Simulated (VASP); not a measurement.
# GaP (F-43m) in VASP: further runs

Aim: see how the results for GaP move with the level of theory and the settings. Levels: PBE, PBEsol. Tasks: relaxation of cell and atoms.

Program: VASP 6.6.1. These are calculated values, not measurements. Logs are shortened: lines on timing, memory, paths and dates and some standing lists are left out, and cuts for length are marked.

### 1 The structure

It takes space group F-43m (No. 216, cubic). The conventional cell has a = 5.506 Å, b = 5.506 Å, c = 5.506 Å, α = 90.00°, β = 90.00°, γ = 90.00°. Ga (site symmetry -43m) is surrounded by 4 P at 2.38 Å. P (site symmetry -43m) is surrounded by 4 Ga at 2.38 Å.

### 2 Relaxation of cell and atoms, PBE

File INCAR:

```
PREC = Accurate
ENCUT = 600
EDIFF = 1E-7
ISMEAR = 0
SIGMA = 0.03
LREAL = F
LASPH = T
NELM = 80
ALGO = Normal
ISIF = 3
LWAVE = F
LCHARG = F
GGA = PE
IBRION = 2
NSW = 90
EDIFFG = -0.005
```

File KPOINTS:

```
regular mesh
0
Gamma
  8 8 8
```

File POSCAR:

```
GaP                                     
1.0
   -0.0000000000      2.7528246308      2.7528246308
    2.7528246308      0.0000000000      2.7528246308
    2.7528246308      2.7528246308     -0.0000000000
  Ga              P             
     1     1
Direct
     0.0000000000000000    0.0000000000000000    0.0000000000000000
     0.2500000000000000    0.2500000000000000    0.2500000000000000
```

Potentials or basis: VASP PAW PBE potentials, release 64 (Ga_d, P).

On the command line:

```
> cat potpaw_PBE.64/Ga_d/POTCAR potpaw_PBE.64/P/POTCAR > POTCAR
> mpirun -np 1 vasp_std > vasp.out
```

OUTCAR:

```text
PREC = Accurate
   ENCUT = 600
   EDIFF = 1E-7
   ISMEAR = 0
   LREAL = F
   LASPH = T
   NELM = 80
   ISIF = 3
   GGA = PE
   IBRION = 2
   NSW = 90
   EDIFFG = -0.005

 ion  position               nearest neighbor table
   1  0.000  0.000  0.000-   2 2.38   2 2.38   2 2.38   2 2.38
   2  0.250  0.250  0.250-   1 2.38   1 2.38   1 2.38   1 2.38

  LATTYP: Found a face centered cubic cell.
 ALAT       =     5.5056492616

  Lattice vectors:

 A1 = (   0.0000000000,   2.7528246308,   2.7528246308)
 A2 = (   2.7528246308,   0.0000000000,   2.7528246308)
 A3 = (   2.7528246308,   2.7528246308,   0.0000000000)

Analysis of symmetry for initial positions (statically):
=====================================================================
 Subroutine PRICEL returns:
 Original cell was already a primitive cell.

 Routine SETGRP: Setting up the symmetry group for a
 face centered cubic supercell.

 Subroutine GETGRP returns: Found 24 space group operations
 (whereof 24 operations were pure point group operations)
 out of a pool of 48 trial point group operations.

The static configuration has the point symmetry T_d .

Analysis of symmetry for dynamics (positions and initial velocities):
=====================================================================
 Subroutine PRICEL returns:
 Original cell was already a primitive cell.

 Routine SETGRP: Setting up the symmetry group for a
 face centered cubic supercell.

 Subroutine GETGRP returns: Found 24 space group operations
 (whereof 24 operations were pure point group operations)
 out of a pool of 48 trial point group operations.

The dynamic configuration has the point symmetry T_d .

 Subroutine INISYM returns: Found 24 space group operations
 (whereof 24 operations are pure point group operations),
 and found     1 'primitive' translations

----------------------------------------------------------------------------------------

                                     Primitive cell

  volume of cell :      41.7220

  direct lattice vectors                    reciprocal lattice vectors
     0.000000000  2.752824631  2.752824631    -0.181631621  0.181631621  0.181631621
     2.752824631  0.000000000  2.752824631     0.181631621 -0.181631621  0.181631621
     2.752824631  2.752824631  0.000000000     0.181631621  0.181631621 -0.181631621

  length of vectors
     3.893081928  3.893081928  3.893081928     0.314595196  0.314595196  0.314595196

  position of ions in fractional coordinates (direct lattice)
     0.000000000  0.000000000  0.000000000
     0.250000000  0.250000000  0.250000000

  ion indices of the primitive-cell ions
   primitive index   ion index
                 1           1
                 2           2

----------------------------------------------------------------------------------------

 KPOINTS: regular mesh

Automatic generation of k-mesh.
 Grid dimensions read from file:
 generate k-points for:    8    8    8

 Generating k-lattice:

  Cartesian coordinates                     Fractional coordinates (reciprocal lattice)
    -0.022703953  0.022703953  0.022703953     0.125000000  0.000000000  0.000000000
     0.022703953 -0.022703953  0.022703953     0.000000000  0.125000000  0.000000000
     0.022703953  0.022703953 -0.022703953     0.000000000  0.000000000  0.125000000

  Length of vectors
     0.039324399  0.039324399  0.039324399

  Shift w.r.t. Gamma in fractional coordinates (k-lattice)
     0.000000000  0.000000000  0.000000000

 Subroutine IBZKPT returns following result:
 ===========================================

 Found     29 irreducible k-points:

 Following reciprocal coordinates:
            Coordinates               Weight
  0.000000  0.000000  0.000000      1.000000
  0.125000  0.000000  0.000000      8.000000
  0.250000  0.000000  0.000000      8.000000
  0.375000  0.000000  0.000000      8.000000
  0.500000  0.000000  0.000000      4.000000
  0.125000  0.125000  0.000000      6.000000
[... 16 lines left out ...]
  0.500000  0.250000  0.125000     48.000000
 -0.375000  0.250000  0.125000     24.000000
 [... further k-points ...]
   k-points           NKPTS =     29   k-points in BZ     NKDIM =     29   number of bands    NBANDS=     13
   number of dos      NEDOS =    301   number of ions     NIONS =      2
   total plane-waves  NPLWV =  32768
   dimension x,y,z NGX =    32 NGY =   32 NGZ =   32
   dimension x,y,z NGXF=    64 NGYF=   64 NGZF=   64
   ions per type =               1   1
   NGX,Y,Z   is equivalent  to a cutoff of  13.66, 13.66, 13.66 a.u.
   NGXF,Y,Z  is equivalent  to a cutoff of  27.33, 27.33, 27.33 a.u.
 SYSTEM =  unknown system
   PREC   = accura    normal or accurate (medium, high low for compatibility)
   ISTART =      0    job   : 0-new  1-cont  2-samecut
   ICHARG =      2    charge: 1-file 2-atom 10-const
   ISPIN  =      1    spin polarized calculation?
   LNONCOLLINEAR =      F non collinear calculations
   LSORBIT =      F    spin-orbit coupling
   LASPH  =      T    aspherical Exc in radial PAW
   ENCUT  =  600.0 eV  44.10 Ry    6.64 a.u.   7.78  7.78  7.78*2*pi/ulx,y,z
   NELM   =     80;   NELMIN=  2; NELMDL= -5     # of ELM steps
   EDIFF  = 0.1E-06   stopping-criterion for ELM
   LREAL  =      F    real-space projection
   EDIFFG = -.5E-02   stopping-criterion for IOM
   NSW    =     90    number of steps for IOM
   IBRION =      2    ionic relax: 0-MD 1-quasi-New 2-CG
   NFREE  =      1    steps in history (QN), initial steepest desc. (CG)
   ISIF   =      3    stress and relaxation
   ISYM   =      2    0-nonsym 1-usesym 2-fastsym
   POTIM  = 0.5000    time-step for ionic-motion
   TEBEG  =    0.0;   TEEND  =   0.0 temperature during run
   PSTRESS=    0.0 pullay stress
   NELECT =      18.0000    total number of electrons
   NUPDOWN=      -1.0000    fix difference up-down
   EMIN   =  10.00;   EMAX   =-10.00  energy-range for DOS
   EFERMI =   0.00;   METHOD = LEGACY
   ISMEAR =     0;   SIGMA  =   0.03  broadening in eV -4-tet -1-fermi 0-gaus
   EFERMI_NEDOS =   21; number of points for ismear=-14 and -15
   IALGO  =     38    algorithm
   IMIX   =      4    mixing-type and parameters
     AMIX     =   0.40;   BMIX     =  1.00
     AMIX_MAG =   1.60;   BMIX_MAG =  1.00
  volume/ion in A,a.u.               =      20.86       140.78
  Fermi-wavevector in a.u.,A,eV,Ry     =   1.237021  2.337631 20.819925  1.530221
  Thomas-Fermi vector in A             =   2.371606
   LORBIT       =      0    0 simple, 1 ext, 2 COOP (PROOUT), +10 PAW based schemes
   GGA     = PE    functional components
   LHFCALC =     F    Hartree Fock is set to
   AEXX    =    0.0000 exact exchange contribution
   IVDW    =     0    specifies the selected vdW correction
   LEPSILON=     F    determine dielectric tensor
   LRPA    =     F    only Hartree local field effects (RPA)
 conjugate gradient relaxation of ions
 non-spin polarized calculation
 Gauss-broadening in eV      SIGMA  =   0.03
  energy-cutoff  :      600.00
  volume of cell :       41.72
 maximum number of plane-waves:      1411
   NGX = 15   NGY = 15   NGZ = 15

 number of electron      17.9999991 magnetization

 Free energy of the ion-electron system (eV)
  ---------------------------------------------------
  ext. energy  EPLUGINS =         0.00000000
  ---------------------------------------------------
  free energy    TOTEN  =        -9.12547132 eV

  energy without entropy =       -9.12547132  energy(sigma->0) =       -9.12547132

 E-fermi :   4.5245     XC(G=0):  -9.6958

 val. band max:        4.3490824981   @ k =   0.0000   0.0000   0.0000
 cond. band min:       5.9265851247   @ k =   0.0000   0.0000   0.0000
 fundamental gap:      1.5775026267
 Fermi energy:         4.5244963464

 k-point     1 :       0.0000    0.0000    0.0000
  band No.  band energies     occupation
      1     -10.1552      2.00000
      2     -10.1552      2.00000
      3     -10.1552      2.00000
      4     -10.0645      2.00000
      5     -10.0645      2.00000
      6      -7.9195      2.00000
      7       4.3491      2.00000
      8       4.3491      2.00000
      9       4.3491      2.00000
     10       5.9266      0.00000
     11       8.2446      0.00000
     12       8.2446      0.00000
     13       8.2446      0.00000

 k-point     2 :       0.1250    0.0000    0.0000
  band No.  band energies     occupation
      1     -10.1670      2.00000
      2     -10.1510      2.00000
      3     -10.1510      2.00000
      4     -10.0645      2.00000
      5     -10.0645      2.00000
      6      -7.7252      2.00000
      7       2.7236      2.00000
      8       4.1304      2.00000
      9       4.1304      2.00000
     10       6.6309      0.00000
     11       8.5812      0.00000
     12       8.5812      0.00000
     13       8.7562      0.00000

 k-point     3 :       0.2500    0.0000    0.0000
  band No.  band energies     occupation
      1     -10.1934      2.00000
      2     -10.1419      2.00000
      3     -10.1419      2.00000
      4     -10.0633      2.00000
      5     -10.0633      2.00000
      6      -7.1748      2.00000
      7       0.5389      2.00000
      8       3.7151      2.00000
      9       3.7151      2.00000
     10       6.3993      0.00000
     11       9.0784      0.00000
     12       9.0784      0.00000
     13      10.5477      0.00000
[... 305 lines left out ...]
 k-point    23 :       0.5000    0.2500    0.1250
  band No.  band energies     occupation
      1     -10.2285      2.00000
      2     -10.1277      2.00000
      3     -10.1193      2.00000
      4     -10.0720      2.00000
      5     -10.0564      2.00000
      6      -5.9887      2.00000
      7      -1.2467      2.00000
      8       1.4233      2.00000
      9       2.6988      2.00000
     10       7.7432      0.00000
     11       8.7783      0.00000
     12       9.9974      0.00000
     13      11.3985      0.00000

 k-point    24 :      -0.3750    0.2500    0.1250
  band No.  band energies     occupation
      1     -10.2337      2.00000
      2     -10.1272      2.00000
      3     -10.1164      2.00000
      4     -10.0689      2.00000
      5     -10.0578      2.00000
      6      -5.5625      2.00000
      7      -1.9236      2.00000
      8       1.2655      2.00000
      9       2.4960      2.00000
     10       7.7160      0.00000
     11       8.6679      0.00000
     12      10.7210      0.00000
     13      12.1838      0.00000

 [... further k-points ...]
[... 5 lines left out ...]
  --------------------------------------------------------------------------------------
  -------------------------------------------------------------------------------------
  Total       -0.0012270     -0.0012270     -0.0012270     -0.0000000     -0.0000000     -0.0000000
  in kB       -0.0471180     -0.0471180     -0.0471180     -0.0000000     -0.0000000     -0.0000000
  external PRESSURE =      -0.0471180 kB  Pullay stress =       0.0000000 kB

 VOLUME and BASIS-vectors are now :
 -----------------------------------------------------------------------------
  energy-cutoff  :      600.00
  volume of cell :       41.72
      direct lattice vectors                 reciprocal lattice vectors
     0.000000000  2.752824631  2.752824631    -0.181631621  0.181631621  0.181631621
     2.752824631  0.000000000  2.752824631     0.181631621 -0.181631621  0.181631621
     2.752824631  2.752824631  0.000000000     0.181631621  0.181631621 -0.181631621

 POSITION                                       TOTAL-FORCE (eV/Angst)
 -----------------------------------------------------------------------------------
      0.00000      0.00000      0.00000         0.000000     -0.000000     -0.000000
      1.37641      1.37641      1.37641        -0.000000      0.000000      0.000000
 -----------------------------------------------------------------------------------
    total drift:                                0.000001      0.000001      0.000002

  FREE ENERGIE OF THE ION-ELECTRON SYSTEM (eV)
  ---------------------------------------------------
  free  energy   TOTEN  =        -9.1254713225 eV

  energy  without entropy=       -9.1254713225  energy(sigma->0) =       -9.12547132

 reached required accuracy - stopping structural energy minimisation
```

Wall time 8 s (1 thread of Intel Xeon 6975P-C (Granite Rapids), shared host); peak memory 0.18 GiB.

What came out:

* Free energy: -9.1255 eV
* Pressure after relaxing: 0.0 GPa
* Band gap on the k mesh: 1.58 eV, direct

Final structure:
```cif
data_structure
_symmetry_space_group_name_H-M 'P 1'
_symmetry_Int_Tables_number 1
_cell_length_a 3.8931
_cell_length_b 3.8931
_cell_length_c 3.8931
_cell_angle_alpha 60.000
_cell_angle_beta 60.000
_cell_angle_gamma 60.000
_cell_volume 41.72
loop_
_atom_site_label
_atom_site_type_symbol
_atom_site_fract_x
_atom_site_fract_y
_atom_site_fract_z
_atom_site_occupancy
Ga1 Ga 0.00000 0.00000 0.00000 1
P1 P 0.25000 0.25000 0.25000 1
```

Levels at points of the mesh, in eV from the valence-band top:
| k point | band 5 | band 6 | band 7 | band 8 | band 9 | band 10 | band 11 | band 12 | band 13 |
| --- | --- | --- | --- | --- | --- | --- | --- | --- | --- |
| (0.00, 0.00, 0.00) | -14.41 | -12.27 | 0.00 | 0.00 | 0.00 | 1.58 | 3.90 | 3.90 | 3.90 |
| (0.50, 0.00, 0.00) | -14.41 | -10.30 | -6.46 | -1.07 | -1.07 | 1.58 | 4.73 | 4.73 | 8.23 |
| (0.50, 0.50, 0.00) | -14.39 | -9.44 | -6.61 | -2.58 | -2.58 | 1.72 | 1.85 | 10.37 | 10.37 |

Caveat: the relaxation stopped at its first step, so nothing moved. A k mesh can miss the band edges.

### 3 Relaxation of cell and atoms, PBEsol

This run uses another cell than the first one, of 20.24 Å³/atom, 0.970 times its volume.

File INCAR:

```
SYSTEM = GaP
PREC = Accurate
ENCUT = 600
EDIFF = 1E-6
ISMEAR = 0
SIGMA = 0.03
LREAL = .FALSE.
LASPH = .TRUE.
NELM = 80
ALGO = Normal
ISIF = 3
LWAVE = .FALSE.
LCHARG = .FALSE.
GGA = PS
IBRION = 2
NSW = 90
EDIFFG = -0.01
```

File KPOINTS:

```
regular mesh
0
G
  8 8 8
  0 0 0
```

File POSCAR:

```
GaP
1.0
    0.0000000000      2.7252500000      2.7252500000
    2.7252500000      0.0000000000      2.7252500000
    2.7252500000      2.7252500000      0.0000000000
Ga P
1 1
Direct
    0.0000000000      0.0000000000      0.0000000000
    0.2500000000      0.2500000000      0.2500000000
```

Potentials or basis: VASP PAW PBE potentials, release 64 (Ga_d, P).

On the command line:

```
> cat potpaw_PBE.64/Ga_d/POTCAR potpaw_PBE.64/P/POTCAR > POTCAR
> mpirun -np 1 vasp_std > vasp.out
```

OUTCAR:

```text
SYSTEM = GaP
   PREC = Accurate
   ENCUT = 600
   EDIFF = 1E-6
   ISMEAR = 0
   LREAL = .FALSE.
   LASPH = .TRUE.
   NELM = 80
   ISIF = 3
   GGA = PS
   IBRION = 2
   NSW = 90
   EDIFFG = -0.01

 ion  position               nearest neighbor table
   1  0.000  0.000  0.000-   2 2.36   2 2.36   2 2.36   2 2.36
   2  0.250  0.250  0.250-   1 2.36   1 2.36   1 2.36   1 2.36

  LATTYP: Found a face centered cubic cell.
 ALAT       =     5.4505000000

  Lattice vectors:

 A1 = (   0.0000000000,   2.7252500000,   2.7252500000)
 A2 = (   2.7252500000,   0.0000000000,   2.7252500000)
 A3 = (   2.7252500000,   2.7252500000,   0.0000000000)

Analysis of symmetry for initial positions (statically):
[... 259 lines left out ...]

 val. band max:        4.6457692664   @ k =   0.0000   0.0000   0.0000
 cond. band min:       6.1468775506   @ k =   0.5000   0.5000   0.0000
 fundamental gap:      1.5011082842
 Fermi energy:         4.8414271967

 k-point     1 :       0.0000    0.0000    0.0000
  band No.  band energies     occupation
      1      -9.9088      2.00000
      2      -9.9088      2.00000
      3      -9.9088      2.00000
      4      -9.8057      2.00000
      5      -9.8057      2.00000
      6      -7.9354      2.00000
      7       4.6458      2.00000
      8       4.6458      2.00000
      9       4.6458      2.00000
     10       6.4582      0.00000
     11       8.4705      0.00000
     12       8.4705      0.00000
     13       8.4705      0.00000
[... 354 lines left out ...]
  band No.  band energies     occupation
      1     -10.0000      2.00000
      2      -9.8770      2.00000
      3      -9.8643      2.00000
      4      -9.8113      2.00000
      5      -9.7982      2.00000
      6      -5.4051      2.00000
      7      -1.8637      2.00000
      8       1.3771      2.00000
      9       2.6631      2.00000
     10       8.0610      0.00000
     11       8.8339      0.00000
     12      11.0770      0.00000
     13      12.5057      0.00000

 [... further k-points ...]
[... 5 lines left out ...]
  --------------------------------------------------------------------------------------
  -------------------------------------------------------------------------------------
  Total       -0.0082516     -0.0082516     -0.0082516     -0.0000000     -0.0000000     -0.0000000
  in kB       -0.3290562     -0.3290562     -0.3290562     -0.0000000     -0.0000000     -0.0000000
  external PRESSURE =      -0.3290562 kB  Pullay stress =       0.0000000 kB
[... 17 lines left out ...]
  FREE ENERGIE OF THE ION-ELECTRON SYSTEM (eV)
  ---------------------------------------------------
  free  energy   TOTEN  =        -9.9211572072 eV

  energy  without entropy=       -9.9211572072  energy(sigma->0) =       -9.92115721

 reached required accuracy - stopping structural energy minimisation
```

It took 26 s on 1 thread of Intel Xeon Platinum 8259CL at 2.50GHz (Skylake/Cascade Lake), shared host; peak memory 0.19 GiB.

What came out:

| Item | Value |
| --- | --- |
| Free energy | -9.9212 eV |
| Relaxed volume | 20.09 Å³/atom |
| Relaxed cell | a = 3.844 Å, b = 3.844 Å, c = 3.844 Å, α = 60.00°, β = 60.00°, γ = 60.00° |
| Space group after relaxing (to 0.05 Å) | F-43m (No. 216) |
| Energy gained by relaxing | 0.3 meV/atom |
| Ionic steps | 3 |
| Pressure after relaxing | 0.0 GPa |
| Band gap on the k mesh | 1.50 eV, indirect (least direct gap 1.81 eV) |

Step by step:
```csv
step,energy change (eV),largest force (eV/Å),pressure (GPa),volume (Å³)
1,0.0000,0.0000,-0.64,40.48
2,-0.0004,0.0000,0.43,40.01
3,-0.0006,0.0000,-0.03,40.18
```

Final structure:
```cif
data_structure
_symmetry_space_group_name_H-M 'P 1'
_symmetry_Int_Tables_number 1
_cell_length_a 3.8444
_cell_length_b 3.8444
_cell_length_c 3.8444
_cell_angle_alpha 60.000
_cell_angle_beta 60.000
_cell_angle_gamma 60.000
_cell_volume 40.18
loop_
_atom_site_label
_atom_site_type_symbol
_atom_site_fract_x
_atom_site_fract_y
_atom_site_fract_z
_atom_site_occupancy
Ga1 Ga 0.00000 0.00000 0.00000 1
P1 P 0.25000 0.25000 0.25000 1
```

Levels at points of the mesh, in eV from the valence-band top:
| k point | band 7 | band 8 | band 9 | band 10 | band 11 | band 12 |
| --- | --- | --- | --- | --- | --- | --- |
| (0.00, 0.00, 0.00) | 0.00 | 0.00 | 0.00 | 1.81 | 3.82 | 3.82 |
| (0.50, 0.00, 0.00) | -6.74 | -1.14 | -1.14 | 1.61 | 4.65 | 4.65 |
| (0.50, 0.50, 0.00) | -6.84 | -2.74 | -2.74 | 1.50 | 1.71 | 10.61 |

Caveat: the PAW data sets were made with another functional, which shifts forces and pressure a little.
